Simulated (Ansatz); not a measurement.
# Si: opening a crack plane

Si, P6_3/mmc, a = 3.802 Å, c = 6.289 Å. This isn't the element's structure at ambient conditions. Ansatz: LDA, PAW, 420 eV, Γ-centred 10×10×3 mesh on 8 atoms, Gaussian smearing 0.03 eV; no spin polarisation. One cut on (001) per cell of 8 atoms is opened rigidly by x, between planes of Si and Si that stand 2.35 Å apart; y is the energy per area (12.518 Å², 1 eV/Å² = 16.02 J/m²).

| x (Å) | y (J/m²) |
| --- | --- |
| 0.00 | 0.000 |
| 0.25 | ? |
| 0.50 | 0.771 |
| 0.75 | 1.332 |
| 1.00 | 1.855 |
| 1.50 | 2.680 |
| 2.00 | 3.190 |
| 3.00 | 3.583 |
| 4.50 | 3.653 |
| 6.00 | 3.657 |

**Question.** Fit the universal binding curve y = W[1 − (1 + x/l) e^(−x/l)] to the other rows, give the peak stress, and predict the missing value.

**Answer.** Least squares gives W = 3.69 J/m² and l = 0.586 Å. The stress dy/dx peaks at x = l with W/(e l) = 23.2 GPa, for rigid faces. At x = 0.25: x/l = 0.427, y = 0.254 J/m². The run gave 0.257 J/m², so the fit is 0.003 J/m² too low, within the rms miss on the fitted rows (0.024 J/m²).

Cost: 12 runs of about 1 core-minutes in all, on Intel Xeon 6975P-C (Granite Rapids) (shared hosts).

The cut runs through hexagonal-diamond silicon where the planes stand a full Si–Si bond length apart, so it severs only the bonds parallel to c, one per surface cell. Cutting within a buckled bilayer would break three and should cost more. The energy climbs steeply while the facing sp³ hybrids still overlap and levels off once they have become separate dangling bonds; between 4.50 and 6.00 Å it hardly changes.

The universal curve captures this short-ranged covalent decohesion and interpolates well at small opening, but its misses at large opening are systematic. It lies below the computed energies at 2.00 and 3.00 Å and above them at the end, so the last row is a better measure of the separation work than the fitted W. That work is shared by two faces. The flat tail reflects the loss of density overlap in a local functional and says nothing about the weak dispersion attraction that would persist between real faces.
